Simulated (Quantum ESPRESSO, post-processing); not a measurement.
# AlN/Al(1-x)Ga(x)N (10-10) interfaces, on the lattice of AlN: a series in the share x of Ga, part 2 of 2

Aim: how the results for AlN/Al(1-x)Ga(x)N (10-10) interfaces, on the lattice of AlN change with the share x of Ga.

Quantum ESPRESSO 7.5; plane-wave DFT, LDA, GBRV ultrasoft pseudopotentials.

So far. Step 5 (Relaxing cell and ions, 0.25):  The last row is no step: it is a fresh SCF in the final cell with a new plane-wave basis, -1 meV from the row before. Step 11 (Variable-cell relaxation, 0.5):  The last row is no step: it is a fresh SCF in the final cell with a new plane-wave basis, -4 meV from the row before.

## (12) Ground state, 0.5

m1.bulk.in reads:

```
&control
  prefix = 'm1.bulk'
  outdir = './out'
  pseudo_dir = './pseudo'
  calculation = 'scf'
  tprnfor = .true.
/
&system
  ibrav = 0
  nat = 8
  ntyp = 3
  ecutwfc = 40
  ecutrho = 200
  occupations = 'smearing'
  smearing = 'fd'
  degauss = 0.002
  nbnd = 36
/
&electrons
  conv_thr = 1e-09
  mixing_beta = 0.4
  electron_maxstep = 120
/
ATOMIC_SPECIES
  Ga  69.7230  ga_lda_v1.4.uspp.F.UPF
  N   14.0070  n_lda_v1.2.uspp.F.UPF
  Al  26.9815  al_lda_v1.uspp.F.UPF
CELL_PARAMETERS angstrom
  3.09241662500000 0.00000000000000 0.00000000000000
  0.00000000000000 4.95246770000000 0.00000000000000
  0.00000000000000 0.00000000000000 5.45912766600000
ATOMIC_POSITIONS crystal
  Ga  0.500000000000 0.500856168900 0.165522344000
  N   0.500000000000 0.889387797000 0.165271006400
  Al  0.000000000000 -0.001436625800 0.334295051800
  N   0.000000000000 0.375192742500 0.334911603600
  Ga  0.000000000000 0.500856117400 0.665522331700
  N   0.000000000000 0.889387754900 0.665271000800
  Al  0.500000000000 -0.001436662700 0.834295046000
  N   0.500000000000 0.375192707900 0.834911615800
K_POINTS automatic
  10 6 6 0 0 0
```

Started as:

```bash
$ OMP_NUM_THREADS=1 mpirun -n 4 pw.x -nk 4 -in m1.bulk.in > m1.bulk.out
```

Run time: 48 s. Hardware: 4 MPI ranks of Arm Neoverse V2, shared host; peak memory 0.48 GiB; 3.2 min of CPU time.

Read from the output:

| Property | Result |
| --- | --- |
| free energy | -12577.9912 eV |
| Fermi energy | 11.27 eV |
| valence top, on the run's zero | 9.461 eV |
| conduction bottom, on the run's zero | 12.67 eV |
| gap by band count | 3.211 eV |

## (13) Ground state, 0.5

System of this step: AlN/Al(1-x)Ga(x)N (10-10) superlattice, x = 2/4. The cell holds 32 atoms: 12 Al, 16 N and 4 Ga. Its edges and angles: a = 3.092 Å, b = 4.952 Å, c = 21.631 Å, α = 90.0°, β = 90.0°, γ = 90.0°. The structure's axis is c.

m1.scf.in reads:

```
&control
  prefix = 'm1.scf'
  outdir = './out'
  pseudo_dir = './pseudo'
  calculation = 'scf'
  tprnfor = .true.
/
&system
  ibrav = 0
  nat = 32
  ntyp = 3
  ecutwfc = 40
  ecutrho = 200
  occupations = 'smearing'
  smearing = 'fd'
  degauss = 0.002
/
&electrons
  conv_thr = 1e-08
  mixing_beta = 0.4
  electron_maxstep = 160
  mixing_mode = 'TF'
  mixing_ndim = 12
/
ATOMIC_SPECIES
  Al  26.9815  al_lda_v1.uspp.F.UPF
  N   14.0070  n_lda_v1.2.uspp.F.UPF
  Ga  69.7230  ga_lda_v1.4.uspp.F.UPF
CELL_PARAMETERS angstrom
  3.09241662500000 0.00000000000000 0.00000000000000
  0.00000000000000 4.95246770000000 -0.00000107500000
  0.00000000000000 0.00000000000000 21.63069341000000
ATOMIC_POSITIONS crystal
  Al  0.500000000000 0.500114910800 0.000000000000
  N   0.500000000000 0.881885129000 -0.000000086643
  Al  0.000000000000 0.000115037000 0.041269913181
  N   0.000000000000 0.381884923800 0.041270068068
  Al  0.000000000000 0.500114911100 0.123810617757
  N   0.000000000000 0.881885128700 0.123810531189
  Al  0.500000000000 0.000115036100 0.165080531384
  N   0.500000000000 0.381884923300 0.165080686321
[... 20 atom lines left out ...]
  Ga  0.000000000000 0.500856117400 0.873810614925
  N   0.000000000000 0.889387754900 0.873747184343
  Al  0.500000000000 -0.001436662700 0.916405263947
  N   0.500000000000 0.375192707900 0.916560873071
K_POINTS automatic
  6 5 1 0 0 0
```

Started as:

```bash
$ OMP_NUM_THREADS=1 mpirun -n 4 pw.x -nk 2 -in m1.scf.in > m1.scf.out
```

The job ended after 4.8 min (4 MPI ranks; peak memory 0.85 GiB).

This step gave:

- free energy: -28097.3024 eV
- Fermi energy: 10.69 eV

## (14) The line-up

This step gave:

```
mean potential in the stack, first crystal                       : 2.367 eV
slope of the running mean in the stack, first crystal            : -6.93e-4 eV/Å
mean potential in the stack, second crystal                      : 2.359 eV
valence top over the bulk's mean potential, second crystal       : 6.152 eV
conduction bottom over the bulk's mean potential, second crystal : 9.362 eV
slope of the running mean in the stack, second crystal           : 0.001763 eV/Å
period along the stack, second crystal                           : 5.459 Å
```

## (15) Relaxing cell and ions, 0.75

System of this step: Al(1-x)Ga(x)N, x = 3/4, ordered (10-10) cell. Symmetry: Pm, No. 6, monoclinic system. Conventional cell: a = 4.952 Å, b = 3.092 Å, c = 5.356 Å, α = 90.00°, β = 90.00°, γ = 90.00°. Nearest to Ga lie 4 N at 1.88 to 1.89 Å. Nearest to N lie 1 Al at 1.88 Å and 3 Ga at 1.88 to 1.89 Å. Nearest to N lie 4 Ga at 1.88 to 1.89 Å. Nearest to N lie 2 Ga at 1.88 to 1.89 Å and 2 Al at 1.88 Å. Farther neighbours and most contacts between anions are not listed.

m2.relax.in reads:

```
&control
  prefix = 'm2.relax'
  outdir = './out'
  pseudo_dir = './pseudo'
  nstep = 70
  forc_conv_thr = 0.0004
  calculation = 'vc-relax'
/
&system
  ibrav = 0
  nat = 8
  ntyp = 3
  ecutwfc = 48
  ecutrho = 240
  occupations = 'smearing'
  smearing = 'fd'
  degauss = 0.002
/
&electrons
  conv_thr = 1e-09
  mixing_beta = 0.4
  electron_maxstep = 120
/
&ions
/
&cell
  cell_dofree = 'z'
  press_conv_thr = 0.4
/
ATOMIC_SPECIES
  Ga  69.7230  ga_lda_v1.4.uspp.F.UPF
  N   14.0070  n_lda_v1.2.uspp.F.UPF
  Al  26.9815  al_lda_v1.uspp.F.UPF
CELL_PARAMETERS angstrom
  3.09241662500000 0.00000000000000 0.00000000000000
  0.00000000000000 4.95246770000012 0.00000000000000
  0.00000000000000 0.00000000000000 5.35621903900013
ATOMIC_POSITIONS crystal
  Ga  0.500000000000 0.500000000000 0.166666666700
  N   0.500000000000 0.882000000000 0.166666666700
  Ga  0.000000000000 0.000000000000 0.333333333300
  N   0.000000000000 0.382000000000 0.333333333300
  Ga  0.000000000000 0.500000000000 0.666666666700
  N   0.000000000000 0.882000000000 0.666666666700
  Al  0.500000000000 0.000000000000 0.833333333300
  N   0.500000000000 0.382000000000 0.833333333300
K_POINTS automatic
  5 3 3 0 0 0
```

Started as:

```bash
$ OMP_NUM_THREADS=1 mpirun -n 4 pw.x -nk 2 -in m2.relax.in > m2.relax.out
```

Run time: 1.8 min. Hardware: 4 MPI ranks; peak memory 0.39 GiB; 7.3 min of CPU time.

Step by step:

| step | energy less that of the first step (eV) | largest force (eV/Å) | volume (Å³) |
| --- | --- | --- | --- |
| 1 | 0.0000 | 1.1286 | 82.03 |
| 2 | -0.1267 | 0.6649 | 83.82 |
| 3 | -0.1516 | 0.2214 | 84.28 |
| 4 | -0.1555 | 0.0854 | 84.38 |
| 5 | -0.1559 | 0.0364 | 84.38 |
| 6 | -0.1560 | 0.0244 | 84.38 |
| 7 | -0.1561 | 0.0213 | 84.39 |
| 8 | -0.1561 | 0.0191 | 84.39 |
| 9 | -0.1562 | 0.0141 | 84.39 |
| 10 | -0.1561 | 0.0091 | 84.39 |
| 11 | -0.1648 | 0.0091 | 84.39 |

| cell as run | before | after | change |
| --- | --- | --- | --- |
| a (Å) | 3.092 | 3.092 | -0.0 % |
| b (Å) | 4.952 | 4.952 | -0.0 % |
| c (Å) | 5.356 | 5.510 | +2.9 % |
| volume (Å³/atom) | 10.25 | 10.55 | +2.9 % |

The atoms that moved most (Å, as changes of fractional coordinates times the final cell):

| atom | dx | dy | dz | length |
| --- | --- | --- | --- | --- |
| N2 | 0.000 | 0.016 | -0.050 | 0.053 |
| N8 | 0.000 | -0.041 | 0.012 | 0.043 |
| N6 | 0.000 | 0.024 | 0.022 | 0.033 |
| N4 | 0.000 | 0.011 | 0.019 | 0.022 |
| Ga1 | 0.000 | 0.000 | -0.015 | 0.015 |
| Ga3 | 0.000 | -0.004 | 0.010 | 0.010 |
| Al7 | 0.000 | -0.007 | 0.001 | 0.007 |

 The last row is no step: it is a fresh SCF in the final cell with a new plane-wave basis, -9 meV from the row before.

Numbers from this step:

```
free energy  : -18131.7657 eV
Fermi energy : 11.26 eV
```

## (16) Ground state, 0.75

m2.bulk.in reads:

```
&control
  prefix = 'm2.bulk'
  outdir = './out'
  pseudo_dir = './pseudo'
  calculation = 'scf'
  tprnfor = .true.
/
&system
  ibrav = 0
  nat = 8
  ntyp = 3
  ecutwfc = 40
  ecutrho = 200
  occupations = 'smearing'
  smearing = 'fd'
  degauss = 0.002
  nbnd = 44
/
&electrons
  conv_thr = 1e-09
  mixing_beta = 0.4
  electron_maxstep = 120
/
ATOMIC_SPECIES
  Ga  69.7230  ga_lda_v1.4.uspp.F.UPF
  N   14.0070  n_lda_v1.2.uspp.F.UPF
  Al  26.9815  al_lda_v1.uspp.F.UPF
CELL_PARAMETERS angstrom
  3.09241662500000 0.00000000000000 0.00000000000000
  0.00000000000000 4.95246770000000 0.00000000000000
  0.00000000000000 0.00000000000000 5.51010739900000
ATOMIC_POSITIONS crystal
  Ga  0.500000000000 0.499906489400 0.163922899200
  N   0.500000000000 0.885248606700 0.157572194700
  Ga  0.000000000000 -0.000782854600 0.335090276900
  N   0.000000000000 0.384293929300 0.336691150000
  Ga  0.000000000000 0.500099675300 0.667154055600
  N   0.000000000000 0.886845238800 0.670655839700
  Al  0.500000000000 -0.001341684000 0.833476894000
  N   0.500000000000 0.373730599100 0.835436689900
K_POINTS automatic
  10 6 6 0 0 0
```

Started as:

```bash
$ OMP_NUM_THREADS=1 mpirun -n 4 pw.x -nk 4 -in m2.bulk.in > m2.bulk.out
```

The job ended after 72 s (4 MPI ranks; peak memory 0.52 GiB; 4.8 min of CPU time).

Read from the output:

| Property | Result |
| --- | --- |
| free energy | -18131.6770 eV |
| Fermi energy | 12.19 eV |
| valence top, on the run's zero | 10.61 eV |
| conduction bottom, on the run's zero | 13.41 eV |
| gap by band count | 2.796 eV |

## (17) Ground state, 0.75

System of this step: AlN/Al(1-x)Ga(x)N (10-10) superlattice, x = 3/4. The cell holds 32 atoms: 10 Al, 16 N and 6 Ga. Cell: a = 3.092 Å, b = 4.952 Å, c = 21.733 Å, α = 90.0°, β = 90.0°, γ = 90.0°. The structure's axis is c.

m2.scf.in reads:

```
&control
  prefix = 'm2.scf'
  outdir = './out'
  pseudo_dir = './pseudo'
  calculation = 'scf'
  tprnfor = .true.
/
&system
  ibrav = 0
  nat = 32
  ntyp = 3
  ecutwfc = 40
  ecutrho = 200
  occupations = 'smearing'
  smearing = 'fd'
  degauss = 0.002
/
&electrons
  conv_thr = 1e-08
  mixing_beta = 0.4
  electron_maxstep = 160
  mixing_mode = 'TF'
  mixing_ndim = 12
/
ATOMIC_SPECIES
  Al  26.9815  al_lda_v1.uspp.F.UPF
  N   14.0070  n_lda_v1.2.uspp.F.UPF
  Ga  69.7230  ga_lda_v1.4.uspp.F.UPF
CELL_PARAMETERS angstrom
  3.09241662500000 0.00000000000000 0.00000000000000
  0.00000000000000 4.95246770000000 -0.00000107500000
  0.00000000000000 0.00000000000000 21.73265287600000
ATOMIC_POSITIONS crystal
  Al  0.500000000000 0.500114910800 0.000000000000
  N   0.500000000000 0.881885129000 -0.000000086236
  Al  0.000000000000 0.000115037000 0.041076294007
  N   0.000000000000 0.381884923800 0.041076448167
  Al  0.000000000000 0.500114911100 0.123229756113
  N   0.000000000000 0.881885128700 0.123229669951
  Al  0.500000000000 0.000115036100 0.164306050564
  N   0.500000000000 0.381884923300 0.164306204774
[... 20 atom lines left out ...]
  Ga  0.000000000000 0.500099675300 0.874048985353
  N   0.000000000000 0.886845238800 0.874936829399
  Al  0.500000000000 -0.001341684000 0.916218558838
  N   0.500000000000 0.373730599100 0.916715446445
K_POINTS automatic
  6 5 1 0 0 0
```

Started as:

```bash
$ OMP_NUM_THREADS=1 mpirun -n 4 pw.x -nk 2 -in m2.scf.in > m2.scf.out
```

Elapsed: 6.1 min, on 4 MPI ranks; peak memory 1 GiB.

Read from the output:

```
free energy  : -39204.6558 eV
Fermi energy : 11.63 eV
```

## (18) The line-up

This step gave:

| Quantity | Value |
| --- | --- |
| mean potential in the stack, first crystal | 2.889 eV |
| slope of the running mean in the stack, first crystal | -0.002016 eV/Å |
| mean potential in the stack, second crystal | 2.791 eV |
| valence top over the bulk's mean potential, second crystal | 6.375 eV |
| conduction bottom over the bulk's mean potential, second crystal | 9.171 eV |
| slope of the running mean in the stack, second crystal | 0.002649 eV/Å |
| period along the stack, second crystal | 5.510 Å |

## (19) Variable-cell relaxation, 1

System of this step: Al(1-x)Ga(x)N, x = 4/4, ordered (10-10) cell. It takes space group P6_3mc (No. 186, hexagonal). The conventional cell has a = 3.092 Å, b = 3.092 Å, c = 4.952 Å, α = 90.00°, β = 90.00°, γ = 120.00°. Nearest to Ga lie 4 N at 1.88 to 1.89 Å. Nearest to N lie 4 Ga at 1.88 to 1.89 Å. Farther neighbours and most contacts between anions are not listed.

m3.relax.in reads:

```
&control
  prefix = 'm3.relax'
  outdir = './out'
  pseudo_dir = './pseudo'
  nstep = 70
  forc_conv_thr = 0.0004
  calculation = 'vc-relax'
/
&system
  ibrav = 0
  nat = 8
  ntyp = 2
  ecutwfc = 48
  ecutrho = 240
  occupations = 'smearing'
  smearing = 'fd'
  degauss = 0.002
/
&electrons
  conv_thr = 1e-09
  mixing_beta = 0.4
  electron_maxstep = 120
/
&ions
/
&cell
  cell_dofree = 'z'
  press_conv_thr = 0.4
/
ATOMIC_SPECIES
  Ga  69.7230  ga_lda_v1.4.uspp.F.UPF
  N   14.0070  n_lda_v1.2.uspp.F.UPF
CELL_PARAMETERS angstrom
  3.09241662500000 0.00000000000000 0.00000000000000
  0.00000000000000 4.95246770000012 0.00000000000000
  0.00000000000000 0.00000000000000 5.35621903900013
ATOMIC_POSITIONS crystal
  Ga  0.500000000000 0.500000000000 0.166666666700
  N   0.500000000000 0.882000000000 0.166666666700
  Ga  0.000000000000 0.000000000000 0.333333333300
  N   0.000000000000 0.382000000000 0.333333333300
  Ga  0.000000000000 0.500000000000 0.666666666700
  N   0.000000000000 0.882000000000 0.666666666700
  Ga  0.500000000000 0.000000000000 0.833333333300
  N   0.500000000000 0.382000000000 0.833333333300
K_POINTS automatic
  5 3 3 0 0 0
```

Started as:

```bash
$ OMP_NUM_THREADS=1 mpirun -n 4 pw.x -nk 2 -in m3.relax.in > m3.relax.out
```

Run time: 2.1 min. Hardware: 4 MPI ranks; peak memory 0.39 GiB.

The steps of the relaxation:

| step | energy less that of the first step (eV) | largest force (eV/Å) | volume (Å³) |
| --- | --- | --- | --- |
| 1 | 0.0000 | 0.1504 | 82.03 |
| 2 | -0.1369 | 0.3703 | 84.42 |
| 3 | -0.1580 | 0.2087 | 84.94 |
| 4 | -0.1646 | 0.0345 | 85.25 |
| 5 | -0.1647 | 0.0233 | 85.22 |
| 6 | -0.1648 | 0.0155 | 85.21 |
| 7 | -0.1649 | 0.0202 | 85.21 |
| 8 | -0.1649 | 0.0189 | 85.22 |
| 9 | -0.1649 | 0.0094 | 85.22 |
| 10 | -0.1805 | 0.0095 | 85.22 |

| cell as run | before | after | change |
| --- | --- | --- | --- |
| a (Å) | 3.092 | 3.092 | -0.0 % |
| b (Å) | 4.952 | 4.952 | -0.0 % |
| c (Å) | 5.356 | 5.565 | +3.9 % |
| volume (Å³/atom) | 10.25 | 10.65 | +3.9 % |

The atoms that moved most (Å, as changes of fractional coordinates times the final cell):

| atom | dx | dy | dz | length |
| --- | --- | --- | --- | --- |
| N8 | 0.000 | 0.005 | 0.021 | 0.021 |
| N2 | 0.000 | 0.005 | -0.021 | 0.021 |
| N6 | 0.000 | 0.005 | -0.021 | 0.021 |
| N4 | 0.000 | 0.005 | 0.021 | 0.021 |
| Ga1 | 0.000 | -0.005 | -0.008 | 0.009 |
| Ga7 | 0.000 | -0.005 | 0.008 | 0.009 |
| Ga5 | 0.000 | -0.005 | -0.008 | 0.009 |
| Ga3 | 0.000 | -0.005 | 0.008 | 0.009 |

 The last row is no step: it is a fresh SCF in the final cell with a new plane-wave basis, -16 meV from the row before.

Numbers from this step:

* free energy: -23685.4646 eV
* Fermi energy: 13.07 eV

## (20) Self-consistent run, 1

m3.bulk.in reads:

```
&control
  prefix = 'm3.bulk'
  outdir = './out'
  pseudo_dir = './pseudo'
  calculation = 'scf'
  tprnfor = .true.
/
&system
  ibrav = 0
  nat = 8
  ntyp = 2
  ecutwfc = 40
  ecutrho = 200
  occupations = 'smearing'
  smearing = 'fd'
  degauss = 0.002
  nbnd = 52
/
&electrons
  conv_thr = 1e-09
  mixing_beta = 0.4
  electron_maxstep = 120
/
ATOMIC_SPECIES
  Ga  69.7230  ga_lda_v1.4.uspp.F.UPF
  N   14.0070  n_lda_v1.2.uspp.F.UPF
CELL_PARAMETERS angstrom
  3.09241662500000 0.00000000000000 0.00000000000000
  0.00000000000000 4.95246770000000 0.00000000000000
  0.00000000000000 0.00000000000000 5.56473180700000
ATOMIC_POSITIONS crystal
  Ga  0.500000000000 0.499022192700 0.165306714800
  N   0.500000000000 0.882977687700 0.162912239300
  Ga  0.000000000000 -0.000977811700 0.334692310900
  N   0.000000000000 0.382977993500 0.337087614000
  Ga  0.000000000000 0.499022142300 0.665307713600
  N   0.000000000000 0.882977967800 0.662912367700
  Ga  0.500000000000 -0.000977836300 0.834693261200
  N   0.500000000000 0.382977664000 0.837087778500
K_POINTS automatic
  10 6 6 0 0 0
```

Started as:

```bash
$ OMP_NUM_THREADS=1 mpirun -n 4 pw.x -nk 4 -in m3.bulk.in > m3.bulk.out
```

Run time: 81 s. Hardware: 4 MPI ranks; peak memory 0.55 GiB.

This step gave:

| Quantity | Value |
| --- | --- |
| free energy | -23685.3468 eV |
| Fermi energy | 13.30 eV |
| valence top, on the run's zero | 11.80 eV |
| conduction bottom, on the run's zero | 14.12 eV |
| gap by band count | 2.322 eV |

## (21) SCF with pw.x, 1

System of this step: AlN/Al(1-x)Ga(x)N (10-10) superlattice, x = 4/4. The cell holds 32 atoms: 8 Al, 16 N and 8 Ga. Its edges and angles: a = 3.092 Å, b = 4.952 Å, c = 21.842 Å, α = 90.0°, β = 90.0°, γ = 90.0°. The structure's axis is c.

m3.scf.in reads:

```
&control
  prefix = 'm3.scf'
  outdir = './out'
  pseudo_dir = './pseudo'
  calculation = 'scf'
  tprnfor = .true.
/
&system
  ibrav = 0
  nat = 32
  ntyp = 3
  ecutwfc = 40
  ecutrho = 200
  occupations = 'smearing'
  smearing = 'fd'
  degauss = 0.002
/
&electrons
  conv_thr = 1e-08
  mixing_beta = 0.4
  electron_maxstep = 160
  mixing_mode = 'TF'
  mixing_ndim = 12
/
ATOMIC_SPECIES
  Al  26.9815  al_lda_v1.uspp.F.UPF
  N   14.0070  n_lda_v1.2.uspp.F.UPF
  Ga  69.7230  ga_lda_v1.4.uspp.F.UPF
CELL_PARAMETERS angstrom
  3.09241662500000 0.00000000000000 0.00000000000000
  0.00000000000000 4.95246770000000 -0.00000107500000
  0.00000000000000 0.00000000000000 21.84190169200000
ATOMIC_POSITIONS crystal
  Al  0.500000000000 0.500114910800 0.000000000000
  N   0.500000000000 0.881885129000 -0.000000085805
  Al  0.000000000000 0.000115037000 0.040870838614
  N   0.000000000000 0.381884923800 0.040870992004
  Al  0.000000000000 0.500114911100 0.122613385564
  N   0.000000000000 0.881885128700 0.122613299833
  Al  0.500000000000 0.000115036100 0.163484224619
  N   0.500000000000 0.381884923300 0.163484378058
[... 20 atom lines left out ...]
  Ga  0.000000000000 0.499022142300 0.872613640301
  N   0.000000000000 0.882977967800 0.872003370293
  Ga  0.500000000000 -0.000977836300 0.915768543096
  N   0.500000000000 0.382977664000 0.916378601999
K_POINTS automatic
  6 5 1 0 0 0
```

Started as:

```bash
$ OMP_NUM_THREADS=1 mpirun -n 4 pw.x -nk 2 -in m3.scf.in > m3.scf.out
```

It took 6.7 min on 4 MPI ranks; peak memory 1 GiB; 27 min of CPU time.

Numbers from this step:

* free energy: -50311.9982 eV
* Fermi energy: 11.20 eV

## (22) The line-up

Read from the output:

```
mean potential in the stack, first crystal                       : 3.322 eV
slope of the running mean in the stack, first crystal            : -4.60e-4 eV/Å
mean potential in the stack, second crystal                      : 3.295 eV
valence top over the bulk's mean potential, second crystal       : 6.650 eV
conduction bottom over the bulk's mean potential, second crystal : 8.972 eV
slope of the running mean in the stack, second crystal           : -3.44e-4 eV/Å
period along the stack, second crystal                           : 5.565 Å
```

## (23) The series side by side

The series in one table:

| the share x of Ga | valence offset (eV) | conduction offset (eV) | gap of the second crystal on the mesh (eV) | period of the second crystal (Å) |
| --- | --- | --- | --- | --- |
| 0.25 | 0.3213 | -0.2731 | 3.761 | 5.405 |
| 0.5 | 0.5002 | -0.6442 | 3.211 | 5.459 |
| 0.75 | 0.6345 | -0.9245 | 2.796 | 5.51 |
| 1 | 0.9792 | -1.054 | 2.322 | 5.565 |

## (24) Worked from the printed numbers

For the member at 1: valence offset = (6.650 + 3.295) − (5.643 + 3.322) = 0.980 eV, each valence top over its crystal's mean potential plus that mean in the stack.

A least-squares line through the valence offset has a slope of 0.843 eV per unit of the series and misses single members by up to 0.080 eV.

## (25) What came out

```json
{
 "valence offset, at 0.25 and at 1": "0.32, 0.98 eV",
 "conduction offset, at 0.25 and at 1": "-0.27, -1.05 eV",
 "gap of the second crystal on the mesh, at 0.25 and at 1": "3.76, 2.32 eV",
 "period of the second crystal, at 0.25 and at 1": "5.40, 5.56 Å"
}
```

**Reading.** The series holds 4 members (LDA, GBRV ultrasoft). From 0.25 to 1 the valence offset rises from 0.32 to 0.98 eV. From 0.25 to 1 the conduction offset falls from -0.27 to -1.05 eV. From 0.25 to 1 the gap of the second crystal on the mesh falls from 3.76 to 2.32 eV. From 0.25 to 1 the period of the second crystal rises from 5.40 to 5.56 Å. Ordered cells stand for random alloys; interfaces are abrupt and unrelaxed; gaps of this level are too small; no spin-orbit coupling; edges are those of the mesh.

[Logs are printed without paths, hosts, clocks, repeated set-up lines and the standing remarks that a program may print on its own settings, such as how far it seeks lower states.]

[Hosts, paths, dates, database ids (printed as entryN), source tags and the programs' standing remarks are cut or masked in the printed files.]

[Maps of the electrostatic potential energy from Ansatz leave out the sawtooth potential of an applied field or a dipole correction, so their vacuum need not be flat; planar profiles and work functions include it.]
